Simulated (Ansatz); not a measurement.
**Tantalum, bcc under RPBE: from relaxation to bulk modulus**

The plan for tantalum in the bcc structure: relax it, solve it on a dense k-mesh, switch on spin-orbit coupling, then scale the cell to 7 volumes from 88 to 112 % of the relaxed one and try a fit of the equation of state. The k-meshes are 13×13×13 for the relaxation; 22×22×22 for the dense run; 13×13×13 for spin-orbit coupling; 22×22×22 for the volumes. The starting cell is the deposited one, from the Crystallography Open Database.

Program: Ansatz 0.2.0. Level of theory: DFT RPBE, plane waves (420 eV) with PAW, scalar-relativistic; PBE-made PAW files. These are calculated values, not measurements.

## (1) The structure to begin with

The structure is cubic, space group Im-3m (No. 229). The conventional cell has a = 3.306 Å, b = 3.306 Å, c = 3.306 Å, α = 90.00°, β = 90.00°, γ = 90.00°. Around Ta (site symmetry m-3m) lie 8 Ta at 2.86 Å.

As a file:

```xyz
1
Lattice="-1.6529 1.6529 1.6529 1.6529 -1.6529 1.6529 1.6529 1.6529 -1.6529" Properties=species:S:1:pos:R:3 pbc="T T T"
Ta    0.0000    0.0000    0.0000
```

## (2) Geometry optimisation

Input file input.yaml:

```yaml
crystal:
  lattice:
    - [-1.6529, 1.6529, 1.6529]
    - [1.6529, -1.6529, 1.6529]
    - [1.6529, 1.6529, -1.6529]
  atoms:
    - { symbol: Ta, position: [0.0, 0.0, 0.0] }
hamiltonian:
  xc: rpbe
  pseudopotentials:
    kind: paw
    azcp:
      Ta: "pseudopotentials/Ta.paw.azcp"
basis:
  ecutwfc: 420
  fft_grid_basis: typed
kpoints:
  mp_grid: { grid: [13, 13, 13], shift: [0, 0, 0] }
magnetization:
  spin_polarized: false
scf:
  occupations: { method: fermi_dirac, width: 0.1 }
relax:
  max_steps: 60
  f_tol: 0.01
  cell: {}
```

Output:

```text
Engine: ansatz 0.2.0, x86_64-unknown-linux-gnu
Pseudopotentials: kind: paw
Pseudopotential: Ta, paw, valence charge 13, recommended cutoff 420 eV (normal), <dir>
Functional definition: RPBE
  parameter kappa = 0.804
  parameter beta = 0.06672455060314922
  exchange = rpbe_x(kappa = kappa, mu = beta*pi^2/3)
  correlation = pbe_c(beta = beta)
Crystal: 1 atoms, lattice volume = 18.063 Å³
Basis set: ecut = 420 eV, 369 PW (Γ), exchange–correlation on 40×40×40 points (8 copies of the dense FFT grid, shifted against one another)
Bands: 11, of which v1, the nominal top of the filled ones, is band 7 counted from 1 (6 counted from 0)
Symmetry: 48 space group operations
Space group: Im-3m (ITA 229), of the structure as read, at distance tolerance 2.6e-5 Å
k-points: 84 of 2197
Non-local potential: Ta, projectors of the file, l = 0: 3, l = 1: 2, l = 2: 2, l = 3: 1
PAW form: soft (Blöchl's): semilocal exchange-correlation on the pseudo side does not see the compensation charge
PAW frozen core: Ta, regenerated for the run's functional, and the local potential with it (the file was generated under x = pbe(κ = 0.804, μ = 0.2195149727645171), c = pbe(β = 0.06672455060314922))
PAW one-centre angular grid: Ta, 590 points (default); XC on 64 Gauss nodes
Initial density: superposition of atomic densities (neutral atoms: chi_scale 0, normalization atom), corrected by the library's trained network
Initial wavefunctions: pseudopotential atomic-orbital guess
Functional: x = rpbe, c = pbe(β = 0.06672455060314922)
SCF iter   1: F=—  HF=-9944.816570 eV  |F-HF|=—  |Δ(HF+E_count)|=         —  Δρ=2.79e-3  dr2=4.45e-4  ethr=1.77e-3  ⟨swp⟩=5.1  Hψ=5192  notcnv=0
preconditioner: auto → none  [metal: Δε(μ)=0.047 eV  Ē_g=8.309 eV  σ=0.100 eV  W_gap=0.12  n_scr=0 (ndim 8)  ℏωp=19.5 eV  f_vac=0.000  D(μ)=1.35/eV (n_scr^D=12)]
SCF iter   2: F=—  HF=-9944.816580 eV  |F-HF|=—  |Δ(HF+E_count)|=   9.20e-6  Δρ=1.46e-3  dr2=1.33e-4  ethr=3.42e-6  ⟨swp⟩=2.4  Hψ=1971  notcnv=0
SCF iter   3: F=—  HF=-9944.816717 eV  |F-HF|=—  |Δ(HF+E_count)|=   1.37e-4  Δρ=1.92e-4  dr2=2.18e-6  ethr=1.02e-6  ⟨swp⟩=2.0  Hψ=1464  notcnv=0
SCF iter   4: F=—  HF=-9944.816719 eV  |F-HF|=—  |Δ(HF+E_count)|=   2.55e-6  Δρ=6.92e-5  dr2=2.24e-7  ethr=1.68e-8  ⟨swp⟩=1.0  Hψ=920  notcnv=0
iter 5 did not close the SCF: its close was put off for the readings that it lacked (scf_convergence_deferred on its scf_iter line)
SCF iter   5: F=-9944.816719 eV  HF=-9944.816719 eV  |F-HF|=2.62e-8  |Δ(HF+E_count)|=   5.05e-8  Δρ=2.81e-5  dr2=4.55e-8  ethr=1.72e-9  ⟨swp⟩=2.0  Hψ=1256  notcnv=0
SCF iter   6: F=-9944.816719 eV  HF=-9944.816719 eV  |F-HF|=1.38e-9  |Δ(HF+E_count)|=   1.86e-8  Δρ=6.62e-6  dr2=2.51e-9  ethr=3.50e-10  ⟨swp⟩=2.1  Hψ=3069  notcnv=0
SCF 1 converged in 6 iterations: F = -9944.816719 eV  dr2 = 2.51e-9
relax step   1: F+E_penalty+E_count = -9944.81671912 eV  Δ(F+E_penalty+E_count) = +0.000e0 eV  max|allowed force component| = 0.000e0 eV/Å  Δτ_max = 0.0000 Å  P = +6.334 GPa  Ω = 18.063 Å³  (6 SCF iters, dr2 threshold 1.00e-7 eV, accepted)
Crystal: 1 atoms, lattice volume = 20.419 Å³
Basis set: ecut = 420 eV, 381 PW (Γ), exchange–correlation on 40×40×40 points (8 copies of the dense FFT grid, shifted against one another)
Initial density: handed on by an earlier stage of this run
Initial wavefunctions: those handed on with the density
iter 1 solved again at ethr=1.48e-5 eV; its pass at ethr=3.10e-3 eV (dr2=1.92e-3 eV) is discarded
SCF iter   1: F=—  HF=-9944.740036 eV  |F-HF|=—  |Δ(HF+E_count)|=         —  Δρ=3.40e-3  dr2=1.52e-3  ethr=1.48e-5  ⟨swp⟩=2.1  Hψ=7240  notcnv=0
preconditioner: auto → none  [metal: Δε(μ)=0.044 eV  Ē_g=7.332 eV  σ=0.100 eV  W_gap=0.11  n_scr=0 (ndim 8)  ℏωp=18.4 eV  f_vac=0.000  D(μ)=1.44/eV (n_scr^D=12)]
SCF iter   2: F=—  HF=-9944.740304 eV  |F-HF|=—  |Δ(HF+E_count)|=   2.68e-4  Δρ=1.33e-3  dr2=1.02e-4  ethr=1.17e-5  ⟨swp⟩=2.5  Hψ=1296  notcnv=0
SCF iter   3: F=—  HF=-9944.740544 eV  |F-HF|=—  |Δ(HF+E_count)|=   2.40e-4  Δρ=3.84e-4  dr2=8.12e-6  ethr=7.85e-7  ⟨swp⟩=2.5  Hψ=1273  notcnv=0
SCF iter   4: F=—  HF=-9944.740563 eV  |F-HF|=—  |Δ(HF+E_count)|=   1.86e-5  Δρ=1.66e-5  dr2=4.12e-8  ethr=7.69e-10  ⟨swp⟩=3.1  Hψ=3548  notcnv=0
SCF iter   5: F=-9944.740563 eV  HF=-9944.740563 eV  |F-HF|=1.40e-10  |Δ(HF+E_count)|=   6.85e-9  Δρ=2.46e-6  dr2=6.61e-10  ethr=3.17e-10  ⟨swp⟩=2.0  Hψ=3203  notcnv=0
SCF 2 converged in 5 iterations: F = -9944.740563 eV  dr2 = 6.61e-10
relax step   2: F+E_penalty+E_count = -9944.74056271 eV  Δ(F+E_penalty+E_count) = +7.616e-2 eV  max|allowed force component| = 0.000e0 eV/Å  Δτ_max = 0.0000 Å  P = -14.458 GPa  Ω = 20.419 Å³  energy of the carried Pulay correction = -8.724e-4 eV  (5 SCF iters, dr2 threshold 1.00e-7 eV, rejected (line search))
Crystal: 1 atoms, lattice volume = 18.721 Å³
iter 1 solved again at ethr=4.43e-6 eV; its pass at ethr=3.10e-3 eV (dr2=5.76e-4 eV) is discarded
SCF iter   1: F=—  HF=-9944.827138 eV  |F-HF|=—  |Δ(HF+E_count)|=         —  Δρ=2.34e-3  dr2=5.77e-4  ethr=4.43e-6  ⟨swp⟩=1.5  Hψ=7113  notcnv=0
preconditioner: auto → none  [metal: Δε(μ)=0.047 eV  Ē_g=8.008 eV  σ=0.100 eV  W_gap=0.12  n_scr=0 (ndim 8)  ℏωp=19.2 eV  f_vac=0.000  D(μ)=1.35/eV (n_scr^D=12)]
SCF iter   2: F=—  HF=-9944.827292 eV  |F-HF|=—  |Δ(HF+E_count)|=   1.54e-4  Δρ=9.53e-4  dr2=4.76e-5  ethr=4.43e-6  ⟨swp⟩=2.4  Hψ=1256  notcnv=0
SCF iter   3: F=—  HF=-9944.827406 eV  |F-HF|=—  |Δ(HF+E_count)|=   1.14e-4  Δρ=2.34e-4  dr2=2.62e-6  ethr=3.66e-7  ⟨swp⟩=2.5  Hψ=1284  notcnv=0
SCF iter   4: F=—  HF=-9944.827413 eV  |F-HF|=—  |Δ(HF+E_count)|=   6.61e-6  Δρ=9.01e-6  dr2=8.58e-9  ethr=2.02e-8  ⟨swp⟩=2.9  Hψ=1527  notcnv=0
SCF iter   5: F=—  HF=-9944.827412 eV  |F-HF|=—  |Δ(HF+E_count)|=   3.64e-7  Δρ=1.14e-6  dr2=1.58e-10  ethr=6.60e-11  ⟨swp⟩=2.1  Hψ=1345  notcnv=0
SCF iter   6: F=-9944.827412 eV  HF=-9944.827412 eV  |F-HF|=5.46e-12  |Δ(HF+E_count)|=  2.91e-11  Δρ=7.53e-8  dr2=4.53e-13  ethr=1.00e-12  ⟨swp⟩=5.9  Hψ=3577  notcnv=0
SCF 3 converged in 6 iterations: F = -9944.827412 eV  dr2 = 4.53e-13
relax step   3: F+E_penalty+E_count = -9944.82741242 eV  Δ(F+E_penalty+E_count) = -1.069e-2 eV  max|allowed force component| = 0.000e0 eV/Å  Δτ_max = 0.0000 Å  P = -0.803 GPa  Ω = 18.721 Å³  energy of the carried Pulay correction = -2.548e-4 eV  (6 SCF iters, accepted)
Crystal: 1 atoms, lattice volume = 18.641 Å³
iter 1 solved again at ethr=2.82e-8 eV; its pass at ethr=3.10e-3 eV (dr2=3.66e-6 eV) is discarded
SCF iter   1: F=—  HF=-9944.827640 eV  |F-HF|=—  |Δ(HF+E_count)|=         —  Δρ=1.19e-4  dr2=1.63e-6  ethr=2.82e-8  ⟨swp⟩=2.8  Hψ=6315  notcnv=0
preconditioner: auto → none  [metal: Δε(μ)=0.047 eV  Ē_g=8.051 eV  σ=0.100 eV  W_gap=0.12  n_scr=0 (ndim 8)  ℏωp=19.2 eV  f_vac=0.000  D(μ)=1.35/eV (n_scr^D=12)]
SCF iter   2: F=—  HF=-9944.827643 eV  |F-HF|=—  |Δ(HF+E_count)|=   2.76e-6  Δρ=4.79e-5  dr2=1.27e-7  ethr=1.26e-8  ⟨swp⟩=2.5  Hψ=1287  notcnv=0
SCF iter   3: F=-9944.827643 eV  HF=-9944.827643 eV  |F-HF|=1.92e-8  |Δ(HF+E_count)|=   3.09e-7  Δρ=1.14e-5  dr2=5.92e-9  ethr=7.69e-10  ⟨swp⟩=4.0  Hψ=2583  notcnv=0
SCF 4 converged in 3 iterations: F = -9944.827643 eV  dr2 = 5.92e-9
relax step   4: F+E_penalty+E_count = -9944.82764322 eV  Δ(F+E_penalty+E_count) = -2.308e-4 eV  max|allowed force component| = 0.000e0 eV/Å  Δτ_max = 0.0000 Å  P = +0.002 GPa  Ω = 18.641 Å³  energy of the carried Pulay correction = -2.244e-4 eV  (3 SCF iters, dr2 threshold 1.00e-7 eV, accepted)
Initial wavefunctions: pseudopotential atomic-orbital guess (no wavefunctions were taken with the density)
iter 1 solved again at ethr=6.19e-8 eV; its pass at ethr=3.10e-3 eV (dr2=8.04e-6 eV) is discarded
SCF iter   1: F=—  HF=-9944.827897 eV  |F-HF|=—  |Δ(HF+E_count)|=         —  Δρ=7.44e-5  dr2=1.21e-7  ethr=6.19e-8  ⟨swp⟩=3.1  Hψ=7708  notcnv=0
SCF iter   2: F=—  HF=-9944.827898 eV  |F-HF|=—  |Δ(HF+E_count)|=   1.66e-6  Δρ=3.65e-5  dr2=2.78e-8  ethr=9.30e-10  ⟨swp⟩=1.8  Hψ=1200  notcnv=0
SCF iter   3: F=—  HF=-9944.827899 eV  |F-HF|=—  |Δ(HF+E_count)|=   4.94e-8  Δρ=1.70e-6  dr2=1.44e-10  ethr=2.14e-10  ⟨swp⟩=2.1  Hψ=1383  notcnv=0
SCF iter   4: F=-9944.827899 eV  HF=-9944.827899 eV  |F-HF|=3.64e-12  |Δ(HF+E_count)|=  1.46e-10  Δρ=1.17e-7  dr2=2.81e-12  ethr=1.00e-12  ⟨swp⟩=5.8  Hψ=3426  notcnv=0
SCF 5 converged in 4 iterations: F = -9944.827899 eV  dr2 = 2.81e-12
relax step   5: F+E_penalty+E_count = -9944.82789853 eV  Δ(F+E_penalty+E_count) = -2.553e-4 eV  max|allowed force component| = 0.000e0 eV/Å  Δτ_max = 0.0000 Å  P = +0.017 GPa  Ω = 18.641 Å³  stress off target by 1.68e-2 GPa  SCF on the basis re-selected at this cell (its energy is not comparable with the rows above)  (4 SCF iters)
basis re-selected at this cell: Δ(F+E_penalty+E_count) = -2.553e-4 eV, ΔP = +0.015 GPa vs the last step (what re-selecting the basis moved, of the pressure what is left beyond the Pulay correction that the steps carried, after the strain that the cell walked since its last selection, with what the two solves' SCF thresholds leave and, on support functions, any second-order correction that the steps lacked; it is no measure of the basis error at this ecutwfc). This SCF's stress stands 1.68e-2 GPa from its target on what of the cell is left free (relax.cell.stress_tol is 5.00e-2 GPa) and its largest allowed force component is 0.00e0 eV/Å (relax.f_tol is 1.00e-2 eV/Å): within both
SCF converged after 4 iterations
Free energy (F): -9944.827899 eV
Harris-Foulkes:  -9944.827899 eV  (|F-HF|=3.64e-12)
Internal energy: -9944.783547 eV  (E = F + TS)
E sigma→0 (E₀):  -9944.805723 eV
Entropy (-TS):   -0.044351 eV (-44.351 meV/atom)
Fermi energy:    18.023794 eV
--- Per-component energies (eV) ---
  E_band       = -112.022671
  E_kinetic    = 365.099572
  E_local      = -566.251963  (includes V_loc(G=0)·N_el)
  E_nonlocal   = 13.601584
  E_hartree    = 195.480007
  E_xc         = -218.464384
  E_vxc        = -203.503651  (∫ρ·V_xc dr)
  E_paw        = -8408.710051  (= ΣΔE_a)
  E_vpaw       = -111.928420  (= ΣTr[D̂ρ^β])
  E_aug_tail   = 0.000150  (compensation charges beyond the density's cutoff)
  E_ewald      = -1325.510636
  E_core_change = -0.027827  (= ΣΔE_core)
  E_smearing   = -0.044351  (= −TS)
  E_closure    = -0.000000  (closes the sum)
  Σ components = -9944.827899   (vs F -9944.827899, Δ=0.00e0)
--- Forces (eV/Å), atoms counted from 1 ---
  atom   1  Ta    -0.00000000     0.00000000     0.00000000
  max |Σ_I F_I| component: 6.27e-32 eV/Å
--- Stress (GPa, compression-positive) ---
        0.016765       0.000000      -0.000000
       -0.000000       0.016765       0.000000
        0.000000       0.000000       0.016765
  P = ⅓ Tr σ = 0.0168 GPa (0.168 kbar)
--- Relaxed structure (4 steps of the walk, 3 accepted, 1 SCFs on fresh bases) ---
  F+E_penalty+E_count = -9944.82789853 eV   max|allowed force component| = 0.000e0 eV/Å   (the final SCF, on the basis selected at the relaxed cell)
  cell:  # Å, volume = 18.6413 Å³
    - [-1.6703412710599577, 1.6703412710599577, 1.6703412710599577]
    - [1.6703412710599577, -1.6703412710599577, 1.6703412710599577]
    - [1.6703412710599577, 1.6703412710599577, -1.6703412710599577]
  atoms:
    - { symbol: Ta, position: [0.0, 0.0, 0.0] }
```

Wall time 6.9 s (1 thread of an x86-64 CPU, shared host); peak memory 0.5 GiB.

The walk, from the log:

```
step  energy change (meV/atom)  largest force (eV/Å)  pressure (GPa)  volume (Å³/atom)  accepted
   1                      0.00                0.0000            6.33            18.063       yes
   2                     76.16                0.0000          -14.46            20.419        no
   3                    -10.69                0.0000           -0.80            18.721       yes
   4                    -10.92                0.0000            0.00            18.641       yes
   5                    -11.18                0.0000            0.02            18.641       yes
```

Steps that repeat a cell are solved on a basis chosen anew, so their changes of energy are no gain of the relaxation.

Changes in the cell that was computed:

|  | before | after | change |
| --- | --- | --- | --- |
| a (Å) | 2.863 | 2.893 | +1.1 % |
| b (Å) | 2.863 | 2.893 | +1.1 % |
| c (Å) | 2.863 | 2.893 | +1.1 % |
| volume (Å³/atom) | 18.063 | 18.641 | +3.2 % |
| shortest distance (Å) | 2.863 | 2.893 | +1.1 % |
| space group (spins left aside) | Im-3m | Im-3m | same |

## (3) Single point on a dense mesh

Input file input.yaml:

```yaml
crystal:
  lattice:
    - [-1.6703412711, 1.6703412711, 1.6703412711]
    - [1.6703412711, -1.6703412711, 1.6703412711]
    - [1.6703412711, 1.6703412711, -1.6703412711]
  atoms:
    - { symbol: Ta, position: [0.0, 0.0, 0.0] }
hamiltonian:
  xc: rpbe
  pseudopotentials:
    kind: paw
    azcp:
      Ta: "pseudopotentials/Ta.paw.azcp"
basis:
  ecutwfc: 420
  fft_grid_basis: typed
kpoints:
  mp_grid: { grid: [22, 22, 22], shift: [0, 0, 0] }
magnetization:
  spin_polarized: false
scf:
  occupations: { method: fermi_dirac, width: 0.1 }
```

Output, shortened:

```text
[...]
[... 3 set-up lines as earlier in the session ...]
[...]
Crystal: 1 atoms, lattice volume = 18.641 Å³
Basis set: ecut = 420 eV, 369 PW (Γ)
Bands: 11, of which v1, the nominal top of the filled ones, is band 7 counted from 1 (6 counted from 0)
[... 1 set-up line as earlier in the session ...]
Space group: Im-3m (ITA 229), of the structure as read, at distance tolerance 2.7e-5 Å
k-points: 328 of 10648
[...]
SCF iter   1: F=—  HF=-9944.826154 eV  |F-HF|=—  |Δ(HF+E_count)|=         —  Δρ=2.72e-3  dr2=4.61e-4  ethr=1.77e-3  ⟨swp⟩=5.1  Hψ=20075  notcnv=0
[...]
SCF iter   6: F=-9944.826382 eV  HF=-9944.826382 eV  |F-HF|=6.18e-11  |Δ(HF+E_count)|=   7.10e-9  Δρ=8.83e-7  dr2=8.20e-11  ethr=1.33e-10  ⟨swp⟩=1.0  Hψ=10485  notcnv=0
[...]
SCF converged after 6 iterations
Free energy (F): -9944.826382 eV
[...]
E sigma→0 (E₀):  -9944.803913 eV
Entropy (-TS):   -0.044938 eV (-44.938 meV/atom)
Fermi energy:    18.030355 eV
[...]
```

It took 5.1 s on 1 thread of an x86-64 CPU, shared host; peak memory 0.54 GiB.

## (4) Spin-orbit coupling switched on

Edit input.yaml of step 3 so:

```diff
@@ -10,3 +10,3 @@
   pseudopotentials:
-    kind: paw
+    kind: paw_fr
     azcp:
@@ -17,5 +17,6 @@
 kpoints:
-  mp_grid: { grid: [22, 22, 22], shift: [0, 0, 0] }
+  mp_grid: { grid: [13, 13, 13], shift: [0, 0, 0] }
 magnetization:
-  spin_polarized: false
+  noncollinear: true
+  spin_orbit: true
 scf:
```

Output, shortened:

```text
[...]
Pseudopotentials: kind: paw_fr
Pseudopotential: Ta, paw_fr, valence charge 13, recommended cutoff 420 eV (normal), <dir>
[... 1 set-up line as earlier in the session ...]
[...]
non-collinear run that drives no moment, with spin-orbit: no starting moment large enough to seed its density (crystal.atoms[].spin), no starting occupations that ask for one, no magnetisation constraint and no magnetic field, so the semilocal B_xc is pinned to zero
Crystal: 1 atoms, lattice volume = 18.641 Å³
Basis set: ecut = 420 eV, 369 PW (Γ)
Bands: 22, of which v1, the nominal top of the filled ones, is band 13 counted from 1 (12 counted from 0)
Symmetry: 48 space group operations + 48 with time reversal
Magnetic group: BNS 229.141 (UNI 1643), of the structure as read, at distance tolerance 2.7e-5 Å
k-points: 84 of 2197
Projection manifold: j_resolved (fully-relativistic pseudo-atomic orbitals)
[...]
SCF iter   1: F=—  HF=-9967.444623 eV  |F-HF|=—  |Δ(HF+E_count)|=         —  Δρ=4.21e-2  dr2=3.22e-1  dr2_m=0.00e0 (ungated)  ethr=3.10e-3  |M|=0.00e0 ∫|m|=0.00e0 μB  |m|>n=0.0e0 m-floor=0.0e0 τ_xc=0.0e0  β_m=0.30  ⟨swp⟩=6.5  Hψ=4784  notcnv=0
[...]
SCF iter   6: F=-9967.354015 eV  HF=-9967.354015 eV  |F-HF|=4.20e-10  |Δ(HF+E_count)|=   1.73e-7  Δρ=3.68e-6  dr2=1.07e-9  dr2_m=0.00e0 (ungated)  ethr=7.69e-10  |M|=0.00e0 ∫|m|=0.00e0 μB  |m|>n=0.0e0 m-floor=0.0e0 τ_xc=0.0e0  ⟨swp⟩=2.1  Hψ=1811  notcnv=0
[...]
SCF converged after 6 iterations
Magnetization: |M| = 0.0000 μB,  M = (+0.0000, +0.0000, +0.0000) μB
Absolute magnetization: 0.0000 μB (∫|m|)
  site 0: m = (+0.0000, +0.0000, +0.0000) μB, |m| = 0.0000 μB  (R = 1.19 Å)
Free energy (F): -9967.354015 eV
[...]
E sigma→0 (E₀):  -9967.331236 eV
Entropy (-TS):   -0.045557 eV (-45.557 meV/atom)
Fermi energy:    17.995847 eV
[...]
```

It took 3.9 s on 1 thread of an x86-64 CPU, shared host; peak memory 0.49 GiB.

Side by side:

```
                          scalar-relativistic      with spin-orbit coupling
         k-mesh                      22×22×22                      13×13×13
gap on the mesh  none (levels filled in part)  none (levels filled in part)
```

The meshes differ, so small differences between the columns need not come from spin-orbit coupling.

## (5) Equation of state: 88 %

Input file input.yaml:

```yaml
crystal:
  lattice:
    - [-1.6006612668, 1.6006612668, 1.6006612668]
    - [1.6006612668, -1.6006612668, 1.6006612668]
    - [1.6006612668, 1.6006612668, -1.6006612668]
  atoms:
    - { symbol: Ta, position: [0.0, 0.0, 0.0] }
hamiltonian:
  xc: rpbe
  pseudopotentials:
    kind: paw
    azcp:
      Ta: "pseudopotentials/Ta.paw.azcp"
basis:
  ecutwfc: 420
  fft_grid_basis: typed
kpoints:
  mp_grid: { grid: [22, 22, 22], shift: [0, 0, 0] }
magnetization:
  spin_polarized: false
scf:
  occupations: { method: fermi_dirac, width: 0.1 }
output:
  stress: true
```

Output, shortened:

```text
[...]
[... 3 set-up lines as earlier in the session ...]
[...]
Crystal: 1 atoms, lattice volume = 16.404 Å³
Basis set: ecut = 420 eV, 321 PW (Γ)
Bands: 11, of which v1, the nominal top of the filled ones, is band 7 counted from 1 (6 counted from 0)
[... 1 set-up line as earlier in the session ...]
Space group: Im-3m (ITA 229), of the structure as read, at distance tolerance 2.5e-5 Å
k-points: 328 of 10648
[...]
SCF iter   1: F=—  HF=-9944.637205 eV  |F-HF|=—  |Δ(HF+E_count)|=         —  Δρ=3.08e-3  dr2=6.65e-4  ethr=1.77e-3  ⟨swp⟩=5.2  Hψ=20307  notcnv=0
[...]
SCF iter   6: F=-9944.636984 eV  HF=-9944.636984 eV  |F-HF|=1.82e-12  |Δ(HF+E_count)|=  3.98e-10  Δρ=5.48e-7  dr2=1.37e-11  ethr=1.55e-11  ⟨swp⟩=1.2  Hψ=10739  notcnv=0
[...]
SCF converged after 6 iterations
Free energy (F): -9944.636984 eV
[...]
E sigma→0 (E₀):  -9944.617306 eV
Entropy (-TS):   -0.039357 eV (-39.357 meV/atom)
Fermi energy:    20.806280 eV
[...]
--- Stress (GPa, compression-positive) ---
       30.029071       0.000000       0.000000
        0.000000      30.029071      -0.000000
       -0.000000       0.000000      30.029071
  P = ⅓ Tr σ = 30.0291 GPa (300.291 kbar)
```

Wall time 5.7 s (1 thread of an x86-64 CPU, shared host); peak memory 0.54 GiB.

## (6) Equation of state: 92 %

Edit input.yaml of step 5 so:

```diff
@@ -2,5 +2,5 @@
   lattice:
-    - [-1.6006612668, 1.6006612668, 1.6006612668]
-    - [1.6006612668, -1.6006612668, 1.6006612668]
-    - [1.6006612668, 1.6006612668, -1.6006612668]
+    - [-1.6245552562, 1.6245552562, 1.6245552562]
+    - [1.6245552562, -1.6245552562, 1.6245552562]
+    - [1.6245552562, 1.6245552562, -1.6245552562]
   atoms:
```

Output, shortened:

```text
[...]
[... 3 set-up lines as earlier in the session ...]
[...]
Crystal: 1 atoms, lattice volume = 17.150 Å³
Basis set: ecut = 420 eV, 321 PW (Γ)
Bands: 11, of which v1, the nominal top of the filled ones, is band 7 counted from 1 (6 counted from 0)
[... 2 set-up lines as earlier in the session ...]
k-points: 328 of 10648
[...]
SCF iter   1: F=—  HF=-9944.747944 eV  |F-HF|=—  |Δ(HF+E_count)|=         —  Δρ=2.82e-3  dr2=4.37e-4  ethr=1.77e-3  ⟨swp⟩=5.2  Hψ=20291  notcnv=0
[...]
SCF iter   6: F=-9944.747940 eV  HF=-9944.747940 eV  |F-HF|=5.46e-12  |Δ(HF+E_count)|=  4.55e-11  Δρ=2.42e-7  dr2=3.53e-12  ethr=2.50e-12  ⟨swp⟩=1.1  Hψ=9972  notcnv=0
[...]
SCF converged after 6 iterations
Free energy (F): -9944.747940 eV
[...]
E sigma→0 (E₀):  -9944.727127 eV
Entropy (-TS):   -0.041626 eV (-41.626 meV/atom)
Fermi energy:    19.803338 eV
[...]
--- Stress (GPa, compression-positive) ---
       18.042258       0.000000      -0.000000
       -0.000000      18.042258       0.000000
        0.000000      -0.000000      18.042258
  P = ⅓ Tr σ = 18.0423 GPa (180.423 kbar)
```

It took 5.7 s on 1 thread of an x86-64 CPU, shared host; peak memory 0.56 GiB.

(Part 1 of 2 ends here.)
